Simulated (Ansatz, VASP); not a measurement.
MnS in VASP and in Ansatz

The input INCAR:

```
PREC     = Accurate       # precision mode
ENCUT    = 520            # plane-wave cutoff, eV
EDIFF    = 1E-6           # SCF threshold, eV
ISMEAR   = 0              # smearing method
SIGMA    = 0.05           # smearing width, eV
LREAL    = False          # projectors in reciprocal space
LASPH    = True           # aspherical terms in the spheres
NELM     = 150            # most SCF steps
ALGO     = Fast           # electronic algorithm
ISIF     = 2              # what is computed and relaxed
LWAVE    = False          # write WAVECAR
LCHARG   = True           # write CHGCAR
ISPIN    = 2              # spin polarisation
MAGMOM   = 4.81 -0.95 0.01 0.01 # initial moments
LORBIT   = 11             # projections on sites
LMAXMIX  = 4              # l up to which the mixer works
LDAU     = True           # DFT+U
LDAUTYPE = 2            
LDAUL    = 2 -1           # shell
LDAUU    = 6 0            # U, eV
LDAUJ    = 0 0          
LDAUPRINT= 1            
GGA      = PE             # functional
LELF     = True           # ELF
LVHAR    = True         
NBANDS   = 31             # bands
```

KPOINTS

```
Automatic mesh
0
Gamma
  6 6 6
```

Contents of POSCAR:

```
MnS
1.0
    0.0000000000      2.8000000000      2.8000000000
    5.6000000000      2.8000000000      2.8000000000
    5.6000000000      5.6000000000      0.0000000000
Mn S
2 2
Direct
    0.0000000000      0.0000000000      0.0000000000
    0.0000000000      0.0000000000      0.5000000000
    0.7500000000      0.7500000000      0.0000000000
    0.7500000000      0.7500000000      0.5000000000
```

Input for Ansatz:

```yaml
crystal:
  lattice:
    - [0.0, 2.8, 2.8]
    - [5.6, 2.8, 2.8]
    - [5.6, 5.6, 0.0]
  atoms:
    - { symbol: Mn, position: [0.0, 0.0, 0.0], spin: 3.0 }
    - { symbol: S, position: [0.75, 0.75, 0.0] }
    - { symbol: Mn, position: [0.0, 0.0, 0.5], spin: -1.0 }
    - { symbol: S, position: [0.75, 0.75, 0.5] }
basis:
  ecutwfc: 420
  ecutrho_ratio: 4
kpoints:
  mp_grid: { grid: [6, 6, 6] }
hamiltonian:
  xc: pbe
  hubbard:
    sites:
      - { site: 0, l: d, u_eff: 6.0, starting_ns: [{ spin: up, occupation_matrix: s0up }, { spin: down, occupation_matrix: s0down }] }
      - { site: 2, l: d, u_eff: 6.0, starting_ns: [{ spin: up, occupation_matrix: s2up }, { spin: down, occupation_matrix: s2down }] }
    occupation_matrices:
      s0up:
        matrix:
          - [0.97, 0.0, 0.0, 0.0, 0.0]
          - [0.0, 0.97, 0.0, 0.0, 0.0]
          - [0.0, 0.0, 0.97, 0.0, 0.0]
          - [0.0, 0.0, 0.0, 0.97, 0.0]
          - [0.0, 0.0, 0.0, 0.0, 0.02]
      s0down:
        matrix:
          - [0.02, 0.0, 0.0, 0.0, 0.0]
          - [0.0, 0.02, 0.0, 0.0, 0.0]
          - [0.0, 0.0, 0.97, 0.0, 0.0]
          - [0.0, 0.0, 0.0, 0.02, 0.0]
          - [0.0, 0.0, 0.0, 0.0, 0.02]
      s2up:
        matrix:
          - [0.02, 0.0, 0.0, 0.0, 0.0]
          - [0.0, 0.97, 0.0, 0.0, 0.0]
          - [0.0, 0.0, 0.97, 0.0, 0.0]
          - [0.0, 0.0, 0.0, 0.02, 0.0]
          - [0.0, 0.0, 0.0, 0.0, 0.02]
      s2down:
        matrix:
          - [0.97, 0.0, 0.0, 0.0, 0.0]
          - [0.0, 0.97, 0.0, 0.0, 0.0]
          - [0.0, 0.0, 0.97, 0.0, 0.0]
          - [0.0, 0.0, 0.0, 0.02, 0.0]
          - [0.0, 0.0, 0.0, 0.0, 0.02]
    ns_hold: { iters: 12 }
scf:
  occupations: { method: gaussian, width: 0.05 }
  lower_state_search: "off"
  max_iter: 150
output:
  forces: true
  stress: true
  eigenvalues: true
  populations: true
  hubbard: { sites: [{ site: 0, l: d }, { site: 2, l: d }] }
magnetization:
  spin_polarized: true
```

Alike in both runs: task single point; functional PBE; k mesh 6 × 6 × 6; occupations gaussian, width 0.05 eV; collinear spin; Hubbard terms Mn d U = 6.0 eV.

```csv
,VASP,Ansatz
version,VASP 6.6.1,Ansatz 0.2.0
potentials or method,"VASP PAW PBE potentials, release 64 (Mn_pv, S)","scalar-relativistic, plane waves, PAW"
plane-wave cutoff (eV),520,420
valence electrons in the cell,38,42
```

VASP gave:

```
gap on the k mesh at the Fermi level (eV)                     : 2.90
least direct gap on the mesh (eV)                             : 2.90
pressure (GPa)                                                : 5.3
largest component of the traceless stress (GPa)               : 0.22
rms of the force components (eV/Å)                            : 0.000
net moment per atom (μB)                                      : 0.00
size of the moment on the site where the two differ most (μB) : 4.59
```

Task: What did Ansatz give for the same quantities?

Result: gap on the k mesh at the Fermi level (eV): 0.75; least direct gap on the mesh (eV): 0.83; pressure (GPa): 5.0; largest component of the traceless stress (GPa): 1.22; rms of the force components (eV/Å): 0.087; net moment per atom (μB): 1.00; size of the moment on the site where the two differ most (μB): 0.86.

The net moments differ so much that the two runs ended in different magnetic states, which moves the other rows too. Site moments also hang on the region over which each program counts them. The programs project onto different local orbitals, so the same U acts differently. The two sets of potentials don't hold the same shells in valence. Ansatz warned: «specified_occupation_not_kept».

A k mesh can miss the band edges. The state reached can hang on the start; a lower one may exist.
